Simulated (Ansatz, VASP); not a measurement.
Ti3Si: VASP beside Ansatz

```
Ti Si
1.0
     0.00000    3.20603    3.20603
     3.20603    0.00000    3.20603
     3.20603    3.20603    0.00000
Ti Si
3 1
Direct
  0.00000 0.00000 0.00000
  0.25000 0.25000 0.25000
  0.75000 0.75000 0.75000
  0.50000 0.50000 0.50000
```

Change from the starting cell: volume scaled by 1.06.

Alike in both runs: task single point; functional PBEsol; k mesh 7 × 7 × 7; occupations fermi-dirac, width 0.05 eV; no spin polarisation.

|  | VASP | Ansatz |
| --- | --- | --- |
| version | VASP 6.6.1 | Ansatz 0.2.0 |
| potentials or method | VASP PAW PBE potentials, release 64 (Ti_sv, Si) | Ansatz PAW |
| plane-wave cutoff (eV) | 520 | 420 |
| valence electrons in the cell | 40 | 40 |

```csv
,VASP,Ansatz,Ansatz less VASP
gap on the k mesh at the Fermi level (eV),none,none,-
pressure (GPa),-11.3,-11.3,+0.02
```

A gap of «none» marks a metal or a gap that the smearing closes. With one functional, cell and mesh, what is left measures potentials, basis and numerics.

Caveats: the PAW data sets were made with another functional, which shifts forces and pressure a little (VASP); the PAW data sets come from PBE, with cores solved anew for the run's functional, which leaves a small shift of forces and pressure (Ansatz).
